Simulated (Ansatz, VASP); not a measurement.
# GaP in two plane-wave programs, part 3 of 4

Wanted: the spread between two codes on one cell, functional and k mesh. The cell is taken from a series of runs on this material, whose earlier steps may have relaxed, scaled, displaced or heated it; both programs get it as it stands.

VASP 6.6.1 and Ansatz 0.2.0.

So far, gap on the k-mesh: step 4 (side by side) 1.83.

## Step 6: Ansatz: single point, r2SCAN, spin-orbit coupling, pair 2

Level of this step: Ansatz beside VASP: Kohn-Sham DFT, plane waves, r2SCAN, spin-orbit coupling (Ansatz).

The same cell, functional, mesh and smearing now go to Ansatz, which takes its cutoff from its data sets.

The cell is taken from a series of runs on this material, whose earlier steps may have relaxed, scaled, displaced or heated it; both programs get it as it stands.

The input, input.yaml:

```yaml
crystal:
  lattice:
    - [0.0139226756, 2.7390834478, 2.7145148308]
    - [2.7390834478, 0.0139226756, 2.7145148308]
    - [2.7530061234, 2.7530061234, 0.0]
  atoms:
    - { symbol: Ga, position: [-0.0006651128, -0.0006651128, 0.0006651128] }
    - { symbol: P, position: [0.7506651128, 0.7506651128, 0.7493348872] }
kpoints:
  mp_grid: { grid: [8, 8, 8] }
hamiltonian:
  xc: r2scan
  pseudopotentials: { kind: paw_fr, azcp: { folder: soft_1 } }
scf:
  occupations: { method: gaussian, width: 0.01 }
  n_extra_bands: 16
output:
  eigenvalues: true
  eigenstates:
    kpoints:
      - [-4.9661e-05, 0.429114256, 0.429064595]
      - [-3.1934e-05, 0.432601766, 0.432569832]
      - [0.003437848, 0.429131983, 0.432569832]
      - [0.003406567, 0.432570484, 0.429064595]
      - [0.002428915, 0.431592833, 0.434021748]
      - [-0.002503168, 0.431567763, 0.429064595]
      - [0.002406796, 0.43402422, 0.431543172]
      - [-0.002481048, 0.429136376, 0.431543172]
      - [0.004860303, 0.431570713, 0.431543172]
      - [-2.7541e-05, 0.426682869, 0.431543172]
      - [0.003969542, 0.433133459, 0.433112093]
      - [-2.1366e-05, 0.429142551, 0.433112093]
      - [-5.7487e-05, 0.43311299, 0.429064595]
      - [0.003949073, 0.42910643, 0.429064595]
      - [-6.7388e-05, 0.425626747, 0.425559359]
      - [-0.00353717, 0.429096529, 0.425559359]
      - [-0.003505889, 0.425658029, 0.429064595]
      - [-0.002528237, 0.42663568, 0.424107443]
      - [0.002403846, 0.426660749, 0.429064595]
      - [-0.002506118, 0.424204293, 0.426586019]
      - [0.002381726, 0.429092137, 0.426586019]
      - [-0.004959624, 0.426657799, 0.426586019]
      - [-7.178e-05, 0.431545643, 0.426586019]
      - [-0.004068864, 0.425095053, 0.425017097]
      - [-7.7956e-05, 0.429085961, 0.425017097]
      - [-4.1835e-05, 0.425115522, 0.429064595]
      - [-0.004048395, 0.429122082, 0.429064595]
      - [1.6815e-05, 0.442192416, 0.442209231]
      - [0.013028499, 0.429180732, 0.442209231]
      - [0.012911193, 0.44207511, 0.429064595]
      - [0.009245, 0.438408917, 0.447653918]
      - [-0.009250311, 0.438314906, 0.429064595]
      - [0.009162052, 0.447526619, 0.438359257]
      - [-0.009167363, 0.429197204, 0.438359257]
      - [0.018362702, 0.438325969, 0.438359257]
      - [3.3287e-05, 0.419996554, 0.438359257]
      - [0.015022351, 0.444186268, 0.444242714]
      - [5.6446e-05, 0.429220363, 0.444242714]
      - [-7.9008e-05, 0.444109508, 0.429064595]
      - [0.014945591, 0.429084909, 0.429064595]
      - [-0.000116137, 0.416036096, 0.415919959]
      - [-0.013127821, 0.42904778, 0.415919959]
      - [-0.013010514, 0.416153403, 0.429064595]
      - [-0.009344322, 0.419819595, 0.410475273]
      - [0.009150989, 0.419913606, 0.429064595]
      - [-0.009261374, 0.410701893, 0.419769934]
      - [0.009068041, 0.429031308, 0.419769934]
      - [-0.018462024, 0.419902543, 0.419769934]
      - [-0.000132609, 0.438231958, 0.419769934]
      - [-0.015121672, 0.414042245, 0.413886477]
      - [-0.000155768, 0.429008149, 0.413886477]
      - [-2.0314e-05, 0.414119004, 0.429064595]
      - [-0.015044913, 0.429143603, 0.429064595]
      - [0.430730671, 0.430730671, 0.0]
      - [0.430748398, 0.434218181, 0.003505236]
      - [0.434218181, 0.430748398, 0.003505236]
      - [0.434186899, 0.434186899, 0.0]
      - [0.433209248, 0.433209248, 0.004957153]
      - [0.428277165, 0.433184178, 0.0]
      - [0.433187128, 0.435640635, 0.002478576]
      - [0.428299284, 0.430752791, 0.002478576]
      - [0.435640635, 0.433187128, 0.002478576]
      - [0.430752791, 0.428299284, 0.002478576]
      - [0.434749874, 0.434749874, 0.004047498]
      - [0.430758966, 0.430758966, 0.004047498]
      - [0.430722845, 0.434729405, 0.0]
      - [0.434729405, 0.430722845, 0.0]
      - [0.430712944, 0.427243162, -0.003505236]
      - [0.427243162, 0.430712944, -0.003505236]
      - [0.427274444, 0.427274444, 0.0]
      - [0.428252095, 0.428252095, -0.004957153]
      - [0.433184178, 0.428277165, 0.0]
      - [0.428274214, 0.425820708, -0.002478576]
      - [0.433162058, 0.430708552, -0.002478576]
      - [0.425820708, 0.428274214, -0.002478576]
      - [0.430708552, 0.433162058, -0.002478576]
      - [0.426711468, 0.426711468, -0.004047498]
      - [0.430702376, 0.430702376, -0.004047498]
      - [0.430738497, 0.426731938, 0.0]
      - [0.426731938, 0.430738497, 0.0]
      - [0.430797147, 0.443808831, 0.013144636]
      - [0.443808831, 0.430797147, 0.013144636]
      - [0.443691525, 0.443691525, 0.0]
      - [0.440025333, 0.440025333, 0.018589322]
      - [0.421530021, 0.439931321, 0.0]
      - [0.439942384, 0.449143034, 0.009294661]
      - [0.421612969, 0.43081362, 0.009294661]
      - [0.449143034, 0.439942384, 0.009294661]
      - [0.43081362, 0.421612969, 0.009294661]
      - [0.445802683, 0.445802683, 0.015178118]
      - [0.430836778, 0.430836778, 0.015178118]
      - [0.430701324, 0.445725923, 0.0]
      - [0.445725923, 0.430701324, 0.0]
      - [0.430664195, 0.417652511, -0.013144636]
[... 9 lines left out ...]
      - [0.41565866, 0.41565866, -0.015178118]
      - [0.430624564, 0.430624564, -0.015178118]
      - [0.430760018, 0.41573542, 0.0]
      - [0.41573542, 0.430760018, 0.0]
      - [0.0, 0.5, 0.0]
      - [1.7727e-05, 0.503487509, 0.003505236]
      - [0.003487509, 0.500017727, 0.003505236]
      - [0.003456228, 0.503456228, 0.0]
      - [0.002478576, 0.502478576, 0.004957153]
      - [-0.002453507, 0.502453507, 0.0]
      - [0.002456457, 0.504909964, 0.002478576]
      - [-0.002431387, 0.50002212, 0.002478576]
      - [0.004909964, 0.502456457, 0.002478576]
      - [2.212e-05, 0.497568613, 0.002478576]
      - [0.004019203, 0.504019203, 0.004047498]
      - [2.8295e-05, 0.500028295, 0.004047498]
      - [-7.826e-06, 0.503998734, 0.0]
      - [0.003998734, 0.499992174, 0.0]
      - [-1.7727e-05, 0.496512491, -0.003505236]
      - [-0.003487509, 0.499982273, -0.003505236]
      - [-0.003456228, 0.496543772, 0.0]
      - [-0.002478576, 0.497521424, -0.004957153]
      - [0.002453507, 0.497546493, 0.0]
      - [-0.002456457, 0.495090036, -0.002478576]
      - [0.002431387, 0.49997788, -0.002478576]
      - [-0.004909964, 0.497543543, -0.002478576]
      - [-2.212e-05, 0.502431387, -0.002478576]
      - [-0.004019203, 0.495980797, -0.004047498]
      - [-2.8295e-05, 0.499971705, -0.004047498]
      - [7.826e-06, 0.496001266, 0.0]
      - [-0.003998734, 0.500007826, 0.0]
      - [6.6476e-05, 0.51307816, 0.013144636]
      - [0.01307816, 0.500066476, 0.013144636]
      - [0.012960854, 0.512960854, 0.0]
      - [0.009294661, 0.509294661, 0.018589322]
      - [-0.00920065, 0.50920065, 0.0]
      - [0.009211713, 0.518412363, 0.009294661]
      - [-0.009117702, 0.500082948, 0.009294661]
      - [0.018412363, 0.509211713, 0.009294661]
      - [8.2948e-05, 0.490882298, 0.009294661]
      - [0.015072011, 0.515072011, 0.015178118]
      - [0.000106107, 0.500106107, 0.015178118]
      - [-2.9347e-05, 0.514995252, 0.0]
      - [0.014995252, 0.499970653, 0.0]
      - [-6.6476e-05, 0.48692184, -0.013144636]
      - [-0.01307816, 0.499933524, -0.013144636]
      - [-0.012960854, 0.487039146, 0.0]
      - [-0.009294661, 0.490705339, -0.018589322]
      - [0.00920065, 0.49079935, 0.0]
      - [-0.009211713, 0.481587637, -0.009294661]
      - [0.009117702, 0.499917052, -0.009294661]
      - [-0.018412363, 0.490788287, -0.009294661]
      - [-8.2948e-05, 0.509117702, -0.009294661]
      - [-0.015072011, 0.484927989, -0.015178118]
      - [-0.000106107, 0.499893893, -0.015178118]
      - [2.9347e-05, 0.485004748, 0.0]
      - [-0.014995252, 0.500029347, 0.0]
      - [0.0, 0.0, 0.5]
      - [1.7727e-05, 0.003487509, 0.503505236]
      - [0.003487509, 1.7727e-05, 0.503505236]
      - [0.003456228, 0.003456228, 0.5]
      - [0.002478576, 0.002478576, 0.504957153]
      - [-0.002453507, 0.002453507, 0.5]
      - [0.002456457, 0.004909964, 0.502478576]
      - [-0.002431387, 2.212e-05, 0.502478576]
      - [0.004909964, 0.002456457, 0.502478576]
      - [2.212e-05, -0.002431387, 0.502478576]
      - [0.004019203, 0.004019203, 0.504047498]
      - [2.8295e-05, 2.8295e-05, 0.504047498]
      - [-7.826e-06, 0.003998734, 0.5]
      - [0.003998734, -7.826e-06, 0.5]
      - [-1.7727e-05, -0.003487509, 0.496494764]
      - [-0.003487509, -1.7727e-05, 0.496494764]
      - [-0.003456228, -0.003456228, 0.5]
      - [-0.002478576, -0.002478576, 0.495042847]
      - [0.002453507, -0.002453507, 0.5]
      - [-0.002456457, -0.004909964, 0.497521424]
      - [0.002431387, -2.212e-05, 0.497521424]
      - [-0.004909964, -0.002456457, 0.497521424]
      - [-2.212e-05, 0.002431387, 0.497521424]
      - [-0.004019203, -0.004019203, 0.495952502]
      - [-2.8295e-05, -2.8295e-05, 0.495952502]
      - [7.826e-06, -0.003998734, 0.5]
      - [-0.003998734, 7.826e-06, 0.5]
      - [6.6476e-05, 0.01307816, 0.513144636]
      - [0.01307816, 6.6476e-05, 0.513144636]
      - [0.012960854, 0.012960854, 0.5]
      - [0.009294661, 0.009294661, 0.518589322]
      - [-0.00920065, 0.00920065, 0.5]
      - [0.009211713, 0.018412363, 0.509294661]
      - [-0.009117702, 8.2948e-05, 0.509294661]
      - [0.018412363, 0.009211713, 0.509294661]
      - [8.2948e-05, -0.009117702, 0.509294661]
      - [0.015072011, 0.015072011, 0.515178118]
      - [0.000106107, 0.000106107, 0.515178118]
      - [-2.9347e-05, 0.014995252, 0.5]
      - [0.014995252, -2.9347e-05, 0.5]
      - [-6.6476e-05, -0.01307816, 0.486855364]
      - [-0.01307816, -6.6476e-05, 0.486855364]
      - [-0.012960854, -0.012960854, 0.5]
      - [-0.009294661, -0.009294661, 0.481410678]
      - [0.00920065, -0.00920065, 0.5]
      - [-0.009211713, -0.018412363, 0.490705339]
      - [0.009117702, -8.2948e-05, 0.490705339]
      - [-0.018412363, -0.009211713, 0.490705339]
      - [-8.2948e-05, 0.009117702, 0.490705339]
      - [-0.015072011, -0.015072011, 0.484821882]
      - [-0.000106107, -0.000106107, 0.484821882]
      - [2.9347e-05, -0.014995252, 0.5]
      - [-0.014995252, 2.9347e-05, 0.5]
      - [0.0, 0.0, 0.0]
      - [1.7727e-05, 0.003487509, 0.003505236]
      - [0.003487509, 1.7727e-05, 0.003505236]
      - [0.003456228, 0.003456228, 0.0]
      - [0.002478576, 0.002478576, 0.004957153]
      - [-0.002453507, 0.002453507, 0.0]
      - [0.002456457, 0.004909964, 0.002478576]
      - [-0.002431387, 2.212e-05, 0.002478576]
      - [0.004909964, 0.002456457, 0.002478576]
      - [2.212e-05, -0.002431387, 0.002478576]
      - [0.004019203, 0.004019203, 0.004047498]
      - [2.8295e-05, 2.8295e-05, 0.004047498]
      - [-7.826e-06, 0.003998734, 0.0]
      - [0.003998734, -7.826e-06, 0.0]
      - [-1.7727e-05, -0.003487509, -0.003505236]
      - [-0.003487509, -1.7727e-05, -0.003505236]
      - [-0.003456228, -0.003456228, 0.0]
      - [-0.002478576, -0.002478576, -0.004957153]
      - [0.002453507, -0.002453507, 0.0]
      - [-0.002456457, -0.004909964, -0.002478576]
      - [0.002431387, -2.212e-05, -0.002478576]
      - [-0.004909964, -0.002456457, -0.002478576]
      - [-2.212e-05, 0.002431387, -0.002478576]
      - [-0.004019203, -0.004019203, -0.004047498]
      - [-2.8295e-05, -2.8295e-05, -0.004047498]
      - [7.826e-06, -0.003998734, 0.0]
      - [-0.003998734, 7.826e-06, 0.0]
      - [6.6476e-05, 0.01307816, 0.013144636]
      - [0.01307816, 6.6476e-05, 0.013144636]
      - [0.012960854, 0.012960854, 0.0]
      - [0.009294661, 0.009294661, 0.018589322]
      - [-0.00920065, 0.00920065, 0.0]
      - [0.009211713, 0.018412363, 0.009294661]
      - [-0.009117702, 8.2948e-05, 0.009294661]
      - [0.018412363, 0.009211713, 0.009294661]
      - [8.2948e-05, -0.009117702, 0.009294661]
      - [0.015072011, 0.015072011, 0.015178118]
      - [0.000106107, 0.000106107, 0.015178118]
      - [-2.9347e-05, 0.014995252, 0.0]
      - [0.014995252, -2.9347e-05, 0.0]
      - [-6.6476e-05, -0.01307816, -0.013144636]
      - [-0.01307816, -6.6476e-05, -0.013144636]
      - [-0.012960854, -0.012960854, 0.0]
      - [-0.009294661, -0.009294661, -0.018589322]
      - [0.00920065, -0.00920065, 0.0]
      - [-0.009211713, -0.018412363, -0.009294661]
      - [0.009117702, -8.2948e-05, -0.009294661]
      - [-0.018412363, -0.009211713, -0.009294661]
      - [-8.2948e-05, 0.009117702, -0.009294661]
      - [-0.015072011, -0.015072011, -0.015178118]
      - [-0.000106107, -0.000106107, -0.015178118]
      - [2.9347e-05, -0.014995252, 0.0]
      - [-0.014995252, 2.9347e-05, 0.0]
      - [0.0, 0.0, 0.0]
      - [1.7727e-05, 0.003487509, 0.003505236]
      - [0.003487509, 1.7727e-05, 0.003505236]
      - [0.003456228, 0.003456228, 0.0]
      - [0.002478576, 0.002478576, 0.004957153]
      - [-0.002453507, 0.002453507, 0.0]
      - [0.002456457, 0.004909964, 0.002478576]
      - [-0.002431387, 2.212e-05, 0.002478576]
      - [0.004909964, 0.002456457, 0.002478576]
      - [2.212e-05, -0.002431387, 0.002478576]
      - [0.004019203, 0.004019203, 0.004047498]
      - [2.8295e-05, 2.8295e-05, 0.004047498]
      - [-7.826e-06, 0.003998734, 0.0]
      - [0.003998734, -7.826e-06, 0.0]
      - [-1.7727e-05, -0.003487509, -0.003505236]
      - [-0.003487509, -1.7727e-05, -0.003505236]
      - [-0.003456228, -0.003456228, 0.0]
      - [-0.002478576, -0.002478576, -0.004957153]
      - [0.002453507, -0.002453507, 0.0]
      - [-0.002456457, -0.004909964, -0.002478576]
      - [0.002431387, -2.212e-05, -0.002478576]
      - [-0.004909964, -0.002456457, -0.002478576]
      - [-2.212e-05, 0.002431387, -0.002478576]
      - [-0.004019203, -0.004019203, -0.004047498]
      - [-2.8295e-05, -2.8295e-05, -0.004047498]
      - [7.826e-06, -0.003998734, 0.0]
      - [-0.003998734, 7.826e-06, 0.0]
      - [6.6476e-05, 0.01307816, 0.013144636]
      - [0.01307816, 6.6476e-05, 0.013144636]
      - [0.012960854, 0.012960854, 0.0]
      - [0.009294661, 0.009294661, 0.018589322]
      - [-0.00920065, 0.00920065, 0.0]
      - [0.009211713, 0.018412363, 0.009294661]
      - [-0.009117702, 8.2948e-05, 0.009294661]
      - [0.018412363, 0.009211713, 0.009294661]
      - [8.2948e-05, -0.009117702, 0.009294661]
      - [0.015072011, 0.015072011, 0.015178118]
      - [0.000106107, 0.000106107, 0.015178118]
      - [-2.9347e-05, 0.014995252, 0.0]
      - [0.014995252, -2.9347e-05, 0.0]
      - [-6.6476e-05, -0.01307816, -0.013144636]
      - [-0.01307816, -6.6476e-05, -0.013144636]
      - [-0.012960854, -0.012960854, 0.0]
      - [-0.009294661, -0.009294661, -0.018589322]
      - [0.00920065, -0.00920065, 0.0]
      - [-0.009211713, -0.018412363, -0.009294661]
      - [0.009117702, -8.2948e-05, -0.009294661]
      - [-0.018412363, -0.009211713, -0.009294661]
      - [-8.2948e-05, 0.009117702, -0.009294661]
      - [-0.015072011, -0.015072011, -0.015178118]
      - [-0.000106107, -0.000106107, -0.015178118]
      - [2.9347e-05, -0.014995252, 0.0]
      - [-0.014995252, 2.9347e-05, 0.0]
magnetization:
  noncollinear: true
  spin_orbit: true
checkpoint:
  read: start.run
  write: ck
  compress: false
  write_wavefunctions: false
  write_every: 100000
```

Run with:

```
$ ansatz run input.yaml --threads 4 --pin off --max-ram 9216MiB --backend cpu --events-out ev --progress --plain --runs-dir out
```

Numbers of over 12 decimals in the logs are rounded to 6 here.

The program printed:

```text
[...]
Crystal: 2 atoms, lattice volume = 40.731 Å³
Basis set: ecut = 500 eV, 1009 PW (Γ), exchange–correlation on 120×120×120 points (64 copies of the dense FFT grid, shifted against one another)
Bands: 34, of which v1, the nominal top of the filled ones, is band 18 counted from 1 (17 counted from 0)
Symmetry: 4 space group operations + 4 with time reversal
[...]
k-point 0: bands = [... 14 lower, 6.8247, 6.8247, 6.8611, 6.8611, 9.1133, 9.1133, 10.8612, 10.8612, ... 12 higher]
  k-point 1: bands = [... 14 lower, 6.5569, 6.5570, 6.6124, 6.6161, 9.6970, 9.6976, 11.2627, 11.2937, ... 12 higher]
  k-point 2: bands = [... 14 lower, 6.1086, 6.1087, 6.1718, 6.1762, 9.3758, 9.3758, 11.8312, 11.8364, ... 12 higher]
  k-point 94: bands = [... 14 lower, 3.9193, 3.9193, 4.0447, 4.0447, 8.6471, 8.6471, 8.8835, 8.8835, ... 12 higher]
[key lines of the parts left out:]
SCF converged after 3 iterations
Magnetization: |M| = 0.0000 μB,  M = (+0.0000, +0.0000, +0.0000) μB
Free energy (F): -4547.773227 eV
Fermi energy:    7.754074 eV
```

For the gap on the k-mesh, step 4 gave 1.83; this run, with cell volume +0.3 %, gives 1.79.

## Step 7: Differences

Compared:

| quantity | Ansatz | VASP | difference |
| --- | --- | --- | --- |
| gap on the k mesh (eV) | 1.786 | 1.790 | -0.004 |

A gap on the mesh is an upper bound, since the band edges may lie between its points.

## Step 8: VASP: single point, r2SCAN, spin-orbit coupling, pair 3

With cell and atoms fixed, the geometry can't cause a difference; cores, projectors, grids and the points listed under the comparison can. The cell compared in this pair holds 40.84 Å³, against 40.73 Å³ for the pair before.

The input, INCAR:

```
SYSTEM = GaP
PREC = Accurate
ENCUT = 440
EDIFF = 1E-06
NELM = 200
ISMEAR = 0
SIGMA = 0.01
LREAL = .FALSE.
ALGO = Normal
METAGGA = R2SCAN
LASPH = .TRUE.
LNONCOLLINEAR = .TRUE.
MAGMOM = 0 0 0 0 0 0
NBANDS = 30
GGA_COMPAT = .FALSE.
LSORBIT = .TRUE.
LORBIT = 11
LWAVE = .FALSE.
LCHARG = .FALSE.
ISIF = 2
EFERMI = MIDGAP
LMIXTAU = .TRUE.
KPAR = 2
```

The input, POSCAR:

```
GaP
1.0
    0.0208840135      2.7457508532      2.7088979277
    2.7457508532      0.0208840135      2.7088979277
    2.7666348666      2.7666348666     -0.0000000001
Ga P
1 1
Direct
    0.9990102588      0.9990102588      0.0009897412
    0.7509897412      0.7509897412      0.7490102588
```

The input, KPOINTS:

```
Automatic mesh
0
Gamma
8 8 8
0 0 0
```

Potentials, in the order of the species: Ga_d and P (PBE family, release 64).

Run with:

```
$ mpirun -np 2 vasp_ncl
```

The program printed:

```text
[... set-up lines as in an earlier step ...]
 entering main loop
       N       E                     dE             d eps       ncg     rms          rms(c)
DAV:   1     0.111741797910E+03    0.11174E+03   -0.78726E+03 11052   0.164E+03
DAV:   2    -0.739193181773E+01   -0.11913E+03   -0.11221E+03 10416   0.427E+02
DAV:   3    -0.231976873344E+02   -0.15806E+02   -0.15619E+02 11676   0.112E+02
DAV:   4    -0.237316299661E+02   -0.53394E+00   -0.53292E+00 11932   0.224E+01
[...]
DAV:  16    -0.214631348397E+02    0.19931E-05   -0.43615E-06 11056   0.211E-02    0.553E-03
DAV:  17    -0.214631403349E+02   -0.54953E-05   -0.18876E-06  9050   0.157E-02    0.266E-03
DAV:  18    -0.214631399447E+02    0.39027E-06   -0.36530E-07  6730   0.756E-03
   1 F= -.21463140E+02 E0= -.21463140E+02  d E =0.000000E+00  mag=     0.0000    -0.0000     0.0000
```

OUTCAR, selected parts (step 8):

```text
  Total       -0.3248914     -0.3248914     -0.0478248     -0.2716037      0.0000000      0.0000000
  in kB      -12.7446810    -12.7446810     -1.8760498    -10.6543399      0.0000000      0.0000000
  external PRESSURE =      -9.1218040 kB  Pullay stress =       0.0000000 kB

 POSITION                                       TOTAL-FORCE (eV/Angst)
 -----------------------------------------------------------------------------------
      2.76663      2.76663      5.41243        -0.000000     -0.000000     -0.002265
      4.14995      4.14995      4.06871         0.000000      0.000000      0.002265
 -----------------------------------------------------------------------------------
    total drift:                                0.000004      0.000004     -0.004295

  FREE ENERGIE OF THE ION-ELECTRON SYSTEM (eV)
  ---------------------------------------------------
  free  energy   TOTEN  =       -21.4631399447 eV

  energy  without entropy=      -21.4631399447  energy(sigma->0) =      -21.46313994

 magnetization (x)
# of ion       s       p       d       tot
------------------------------------------
    1        0.000  -0.000   0.000  -0.000
    2        0.000   0.000   0.000   0.000
--------------------------------------------------
tot          0.000  -0.000   0.000  -0.000

 magnetization (y)
# of ion       s       p       d       tot
------------------------------------------
    1       -0.000   0.000   0.000   0.000
    2       -0.000  -0.000   0.000  -0.000
--------------------------------------------------
tot         -0.000   0.000   0.000  -0.000

 magnetization (z)
# of ion       s       p       d       tot
------------------------------------------
    1       -0.000   0.000   0.000  -0.000
    2        0.000   0.000   0.000   0.000
--------------------------------------------------
tot          0.000   0.000   0.000   0.000

[... 1 part as in an earlier step ...]

[... 2 further parts left out ...]
[key lines of the parts left out:]
E-fermi :   5.3023
```

The run ends at a pressure of -0.91 GPa, with forces up to 0.0023 eV/Å.

(Part 3 of 4 ends here.)

[Lines on the potential files, build, host, timing and source positions are cut from VASP's logs without a mark.]

[Logs are printed without paths, hosts, clocks, repeated set-up lines and the standing remarks that a program may print on its own settings, such as how far it seeks lower states.]

[Hosts, paths, dates, database ids (printed as entryN), source tags and the programs' standing remarks are cut or masked in the printed files.]
